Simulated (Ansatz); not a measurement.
This log comes from Ansatz, run on MgO built on the rocksalt prototype. The geometry is the r2SCAN minimum.

The cell given to it:
```xyz
2
Lattice="0.0000 2.1022 2.1022 2.1022 0.0000 2.1022 2.1022 2.1022 0.0000" Properties=species:S:1:pos:R:3 pbc="T T T"
Mg    0.0000    0.0000    0.0000
O     2.1022    2.1022    2.1022
```

What the program printed (shortened):
```
Pseudopotential: Mg, paw, valence charge 10, recommended cutoff 500 eV
Pseudopotential: O, paw, valence charge 6, recommended cutoff 500 eV
Crystal: 2 atoms, lattice volume = 18.579 Å³
Basis set: ecut = 500 eV, 459 PW (Γ)
Bands: 12, of which v1, the nominal top of the filled ones, is band 8 counted from 1 (7 counted from 0)
Symmetry: 48 space group operations
Space group: Fm-3m (ITA 225)
k-points: 16 of 216
preconditioner: auto → none  [insulator: Δε(μ)=5.604 eV  ℏωp=24.4 eV]
SCF 1 converged in 6 iterations: F = -2498.334718 eV  dr2 = 2.64e-9
SCF converged after 6 iterations
Free energy (F): -2498.334718 eV
Fermi energy:    7.786515 eV
--- G₀W₀: contour deformation, 6 samples at zero and on the imaginary axis and 3 off it, 216 q-points, 69 empty bands' worth ---
    ik  band        ε_KS         Σx   Σc(E_QP)       V_xc       Z   E_QP_lin       E_QP  E_QP is
     0     7      7.7865   -26.4917     3.9931   -21.4203  0.8073     6.6994     6.7082  root
     0     8      7.7865   -26.4917     3.9931   -21.4203  0.8073     6.6994     6.7082  root
     0     9     13.4711    -9.6686    -3.5902   -14.1848  0.8598    14.4011    14.3971  root
     0    10     24.6429    -3.6851    -4.5513    -9.0123  0.8512    25.4235    25.4189  root
     1     7      7.6056   -26.3108     4.0207   -21.1778  0.8068     6.4838     6.4934  root
     1     8      7.6056   -26.3108     4.0207   -21.1778  0.8068     6.4838     6.4934  root
     1     9     14.8843   -10.4296    -3.6194   -15.1206  0.8521    15.9619    15.9560  root
     1    10     22.3312    -4.4709    -4.5050    -9.7328  0.8477    23.0926    23.0881  root
     2     7      7.2667   -26.0029     4.0753   -20.7565  0.8056     6.0845     6.0955  root
     2     8      7.2667   -26.0029     4.0753   -20.7565  0.8056     6.0845     6.0955  root
     2     9     16.4320    -8.3424    -3.9146   -13.2409  0.8555    17.4213    17.4158  root
     2    10     21.2737    -8.0685    -4.6167   -13.8678  0.8288    22.4689    22.4563  root
     3     7      7.1071   -25.8692     4.1014   -20.5710  0.8049     5.8986     5.9103  root
     3     8      7.1071   -25.8692     4.1014   -20.5710  0.8049     5.8986     5.9103  root
     3     9     16.6496    -6.8472    -3.9457   -11.6221  0.8622    17.4826    17.4788  root
     3    10     21.6658   -10.2885    -4.8977   -16.6532  0.8119    23.1554    23.1329  root
     4     7      7.3928   -26.1454     4.0406   -20.9497  0.8065     6.2270     6.2376  root
     4     8      7.3928   -26.1454     4.0406   -20.9497  0.8065     6.2270     6.2376  root
     4     9     15.3754   -10.7608    -3.6582   -15.5582  0.8488    16.5215    16.5146  root
     4    10     21.5146    -3.4791    -4.3679    -8.4749  0.8578    22.1453    22.1425  root
     8     7      6.8441   -25.5186     4.0695   -20.1919  0.8056     5.5737     5.5869  root
     8     8      7.4533   -26.1540     4.0508   -20.9663  0.8060     6.3063     6.3165  root
     8     9     16.4619   -10.3900    -3.8572   -15.4411  0.8456    17.6642    17.6558  root
     8    10     21.0571    -5.1999    -4.3805   -10.4002  0.8490    21.8820    21.8769  root
     9     7      6.7123   -25.7043     4.1403   -20.2900  0.8044     5.4245     5.4384  root
     9     8      6.7123   -25.7043     4.1403   -20.2900  0.8044     5.4245     5.4384  root
     9     9     18.1768    -9.6988    -4.1701   -15.0913  0.8439    19.4091    19.3992  root
     9    10     18.7728    -3.7193    -4.0923    -8.4116  0.8671    19.3750    19.3729  root
    12     7      6.4134   -25.5614     4.1878   -20.0531  0.8033     5.0776     5.0928  root
    12     8      6.4134   -25.5614     4.1878   -20.0531  0.8033     5.0776     5.0928  root
    12     9     17.8365    -3.8332    -3.9885    -8.4095  0.8698    18.4262    18.4243  root
    12    10     18.9709    -7.0714    -4.2323   -12.1887  0.8656    19.8604    19.8559  root
```

The points are ik 0 = (0, 0, 0) (Γ), ik 1 = (0, 0, 1/6), ik 2 = (0, 0, 1/3), ik 3 = (0, 0, -1/2), ik 4 = (0, 1/6, 1/6), ik 8 = (0, 1/6, -1/6), ik 9 = (0, 1/3, 1/3), ik 12 = (0, -1/2, -1/2); band 8 is the last filled one.

Task: Reconstruct the input.

Result:
```yaml
crystal:
  # lattice and atoms as above
kpoints:
  mp_grid: { grid: [6, 6, 6] }
hamiltonian:
  xc: r2scan
scf:
  occupations: { method: fixed }
gw:
  n_empty_bands: 69
  ecut_chi: 140
  qp_bands: [v2, c2]
  qp_kpoints: band_edges
  screening: { model: contour_deformation }
```
The cutoff of 500 eV is the one that these potentials recommend for a meta-GGA. There is no exchange loop, so no exact exchange. The quasiparticle table needs the gw block. Close relatives of this functional can't be ruled out from these lines alone. Not every key shows in the log; this is the file that was used.

Command: `ansatz run input.yaml --threads 2 --pin off --max-ram 3686MiB --backend cpu --events-out ev --progress --plain --runs-dir out`.

Task: It took 9.9 s on 2 threads of Intel(R) Xeon(R) Platinum 8259CL CPU @ 2.50GHz (Skylake/Cascade Lake), with other jobs on the host, load about 0.3 per core. What peak of host memory did it reach?

Result: About 0.4 GiB.

Calculated for a static, non-magnetic cell.
